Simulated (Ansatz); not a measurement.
Molecular dynamics on a 2×2×1 supercell (16 atoms) of CdSe (NiAs type), relaxed with r2SCAN. Forces come from r2SCAN in Ansatz 0.2.0: constant energy and volume (NVE), velocities drawn at 100 K, steps of 3 fs. Spin polarisation is off, nuclei are classical, and the run is far too short for thermal averages. The structure comes from a prototype and may be hypothetical.

```yaml
crystal:
  lattice:
    - [8.0387008871, 0.0, 0.0]
    - [-4.0193504435, 6.9617191816, 0.0]
    - [0.0, 0.0, 6.6587297887]
  atoms:
    - { symbol: Cd, position: [0.0, 0.0, 0.0] }
    - { symbol: Cd, position: [0.0, 0.0, 0.5] }
    - { symbol: Se, position: [0.1666666667, 0.3333333333, 0.25] }
    - { symbol: Se, position: [0.3333333333, 0.1666666667, 0.75] }
    - { symbol: Cd, position: [0.0, 0.5, 0.0] }
    - { symbol: Cd, position: [0.0, 0.5, 0.5] }
    - { symbol: Se, position: [0.1666666667, 0.8333333333, 0.25] }
    - { symbol: Se, position: [0.3333333333, 0.6666666667, 0.75] }
    - { symbol: Cd, position: [0.5, 0.0, 0.0] }
    - { symbol: Cd, position: [0.5, 0.0, 0.5] }
    - { symbol: Se, position: [0.6666666667, 0.3333333333, 0.25] }
    - { symbol: Se, position: [0.8333333333, 0.1666666667, 0.75] }
    - { symbol: Cd, position: [0.5, 0.5, 0.0] }
    - { symbol: Cd, position: [0.5, 0.5, 0.5] }
    - { symbol: Se, position: [0.6666666667, 0.8333333333, 0.25] }
    - { symbol: Se, position: [0.8333333333, 0.6666666667, 0.75] }
kpoints:
  mp_grid: { grid: [3, 3, 2] }
hamiltonian:
  xc: r2scan
scf:
  occupations: { method: fermi_dirac, width: 0.02 }
md:
  ensemble: nve
  temperature: 100
  timestep: 3.0
  n_steps: 30
  initial_velocities: maxwell_boltzmann
  seed: 8063
```

Command: `ansatz run input.yaml --threads 4 --pin off --max-ram 3686MiB --backend cpu --events-out ev --progress --plain --runs-dir out`. It ended after 7.7 min on 4 threads of Intel(R) Xeon(R) Processor @ 2.50GHz (Skylake/Cascade Lake), on a shared host, load about 0.9 per core; peak host memory 2.7 GiB.

| step | t (fs) | T (K) | free energy F from step 0 (meV/atom) | kinetic energy (meV/atom) | largest force (eV/Å) |
| --- | --- | --- | --- | --- | --- |
| 0 | 0 | 100 | 0.0 | 12.1 | 0.00 |
| 1 | 3 | 100 | 0.0 | 12.1 | 0.04 |
| 2 | 6 | 98 | 0.2 | 11.9 | 0.07 |
| 3 | 9 | 97 | 0.4 | 11.7 | 0.11 |
| 4 | 12 | 94 | 0.7 | 11.4 | 0.15 |
| 5 | 15 | 91 | 1.1 | 11.0 | 0.18 |
| 6 | 18 | 87 | 1.6 | 10.5 | 0.22 |
| 7 | 21 | 83 | 2.1 | 10.0 | 0.25 |
| 8 | 24 | 78 | 2.7 | 9.5 | 0.28 |

The temperature goes from 100 K to 78 K in 24 fs. The conserved energy stays within 0.00 meV an atom. By the last step the atoms have moved 0.04 Å in the root mean square, the drift of the whole cell taken out, 0.05 Å at most. The job's limit cut the run after 8 of 30 steps.

Positions (Å) and forces (eV/Å) at step 8:
```
Cd  -0.013   0.012  -0.046    -0.001  -0.018   0.213
Cd  -0.015   0.001   3.328    -0.005   0.016  -0.126
Se  -0.041   2.335   1.676     0.235  -0.126   0.021
Se   2.016   1.112   4.988    -0.027   0.233   0.009
Cd  -1.975   3.492   0.003     0.009   0.065  -0.089
Cd  -2.046   3.470   3.321     0.168   0.119   0.086
Se  -2.032   5.807   1.654    -0.035   0.006  -0.011
Se   0.024   4.634   5.013    -0.058   0.009  -0.032
Cd   4.042   0.025   0.010    -0.059  -0.194  -0.082
Cd   4.006   0.030   3.311    -0.013  -0.219   0.099
Se   4.048   2.288   1.669    -0.192   0.194  -0.069
Se   6.013   1.156   5.007     0.048   0.034  -0.019
Cd   2.021   3.470   0.019    -0.070  -0.007  -0.030
Cd   2.049   3.492   3.340    -0.171  -0.071   0.001
Se   1.987   5.789   1.695     0.150   0.015  -0.087
Se   4.018   4.630   4.977     0.019  -0.056   0.114
```
